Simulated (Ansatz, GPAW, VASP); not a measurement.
One calculation of WC, 3 ways

```
CELL_PARAMETERS angstrom
2.90650 0.00000 0.00000
-1.45325 2.51710 0.00000
0.00000 0.00000 2.83660
ATOMIC_POSITIONS crystal
W 0.00000 0.00000 0.00000
C 0.66667 0.33333 0.50000
```

Alike in all runs: task single point; functional PBE; k mesh 10 × 10 × 9; occupations gaussian, width 0.028 eV; no spin polarisation; no spin-orbit coupling. Pressure is positive in compression and, in plane waves, holds the error of the finite cutoff.

| program and potentials | plane-wave cutoff (eV) | notes | pressure (GPa) |
| --- | --- | --- | --- |
| VASP, PBE PAW files C, W_sv, 520 eV | 520 | - | 6.73 |
| GPAW, GPAW PAW data sets (gpaw-data 1.2.1) | 800 | - | 5.36 |
| Ansatz, all-electron LAPW, scalar-relativistic | - | - | 5.69 |

The pressure spans 5.36 (GPAW, GPAW PAW data sets (gpaw-data 1.2.1)) to 6.73 GPa (VASP, PBE PAW files C, W_sv, 520 eV), with all-electron results at 5.69.

Differences between rows come from potentials, basis sets and numerical settings, since the functional is the same but for its coding. Runs on potential files found faulty are left out.

All three calculations put WC under compression at this cell, so PBE would favour a somewhat larger volume. The fixed lattice lies close to the measured one, and the sign fits the familiar tendency of PBE to bind slightly too weakly and overestimate lattice constants, particularly in compounds of the heavier transition metals. The size of the pressure owes much to the stiffness of WC: strong covalent mixing of W 5d with C 2p states, on top of metallic cohesion, gives a very high bulk modulus. A pressure of several GPa therefore corresponds to only a small volume mismatch, and the spread between programs to a smaller one still.

GPAW lies closer to the all-electron value than VASP does. Since an incomplete plane-wave basis usually lowers the pressure, the higher VASP value probably reflects its potentials more than its cutoff. The scalar pressure does not show whether the expansion would be shared evenly between the basal plane and the hexagonal axis.
